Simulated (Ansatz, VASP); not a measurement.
## One calculation of Bi, two programs

INCAR

```
ALGO     = Fast           # electronic algorithm
EDIFF    = 1E-6           # SCF threshold, eV
ENCUT    = 520            # plane-wave cutoff, eV
GGA      = PS             # functional
ISIF     = 2              # what is computed and relaxed
ISMEAR   = 0              # smearing method
LASPH    = T              # aspherical terms in the spheres
LCHARG   = F              # write CHGCAR
LREAL    = F              # projectors in reciprocal space
LWAVE    = F              # write WAVECAR
NBANDS   = 22             # bands
NELM     = 100            # most SCF steps
PREC     = Accurate       # precision mode
SIGMA    = 0.1            # smearing width, eV
```

The input KPOINTS:

```
k-points
0
Gamma
  10 10 10
```

The input POSCAR:

```
Bi
1.0
    2.2849710278      1.2667839743      4.0077536288
   -2.2735752873      1.3122439679      3.9861146718
    0.0450673795     -2.6759404821      4.0290990394
Bi
2
Direct
    0.2305706377      0.2284500919      0.2401404186
    0.7694293623      0.7715499081      0.7598595814
```

Input for Ansatz:

```yaml
crystal:
  lattice:
    - [2.2849710278, 1.2667839743, 4.0077536288]
    - [-2.2735752873, 1.3122439679, 3.9861146718]
    - [0.0450673795, -2.6759404821, 4.0290990394]
  atoms:
    - { symbol: Bi, position: [0.2305706377, 0.2284500919, 0.2401404186] }
    - { symbol: Bi, position: [0.7694293623, 0.7715499081, 0.7598595814] }
basis:
  ecutwfc: 420
kpoints:
  mp_grid: { grid: [10, 10, 10] }
hamiltonian:
  xc: pbesol
scf:
  occupations: { method: gaussian, width: 0.1 }
output:
  forces: true
  stress: true
  eigenvalues: true
```

Change from the starting cell: all atoms moved at random, cell strained at random.

Alike in both runs: task single point; functional PBEsol; k mesh 10 × 10 × 10; occupations gaussian, width 0.1 eV; no spin polarisation.

```csv
,VASP,Ansatz
version,VASP 6.6.1,Ansatz 0.2.0
potentials or method,"VASP PAW PBE potentials, release 64 (Bi_d)","scalar-relativistic, plane waves, PAW"
plane-wave cutoff (eV),520,420
valence electrons in the cell,30,30
```

```tsv
	VASP	Ansatz	Ansatz less VASP
gap on the k mesh at the Fermi level (eV)	none	none	-
pressure (GPa)	-1.4	-1.3	+0.07
largest component of the traceless stress (GPa)	1.31	1.30	-0.005
rms of the force components (eV/Å)	0.156	0.154	-0.0018
```

Atom by atom the forces differ by 0.004 eV/Å (rms over components). A gap of «none» marks a metal or a gap that the smearing closes.

Caveats: the PAW data sets were made with another functional, which shifts forces and pressure a little (VASP); spin-orbit coupling is left out, which moves the levels of the heavy elements.
